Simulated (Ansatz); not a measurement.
Rows from a G0W0 calculation on K4I3Br (ordered model alloy, started on the KBr lattice) (Cmmm) (Ansatz 0.2.0; G0W0 on LDA, plane waves, PAW; PAW set soft_1; 2×2×2 mesh, 272 empty bands, screening to 34 eV, PAW set soft_1 files), in eV. Spin-orbit coupling is left out.

```csv
row,k,band,start,Σx,Σc at the solution,Vxc
A,Γ,c3,7.346,-3.517,-3.000,-7.772
B,Γ,v3,2.716,-17.651,2.198,-14.756
C,Γ,c2,7.332,-3.543,-2.999,-7.796
D,Γ,v1,2.803,-17.518,2.178,-14.655
E,Γ,c1,6.566,-4.806,-3.092,-9.076
F,Γ,v2,2.762,-17.572,2.186,-14.698
```

**Question.** Give the quasiparticle energies and the shift of each level.

The quasiparticle equation reads E = start + Σx + Σc(E) − Vxc.

```csv
row,E (eV),shift (eV)
A,8.601,+1.256
B,2.019,−0.697
C,8.586,+1.254
D,2.118,−0.685
E,7.744,+1.178
F,2.074,−0.688
```

The gap over the computed points goes from 3.76 eV to 5.63 eV.

Limits: not at the basis limit; no spin-orbit coupling.

[Paths, hosts, dates, memory and timing lines, banners, echoed tables and standing remarks are left out of the program output.]

[Logs are printed without paths, hosts, clocks, repeated set-up lines and the standing remarks that a program may print on its own settings, such as how far it seeks lower states.]

[Runs of the session that timed out or met a known fault of the program may be left out.]

[Cells called generated may have been cut or substituted from an entry of the Crystallography Open Database or the Materials Project.]

[Hosts, paths, dates, database ids (printed as entryN), source tags and the programs' standing remarks are cut or masked in the printed files.]
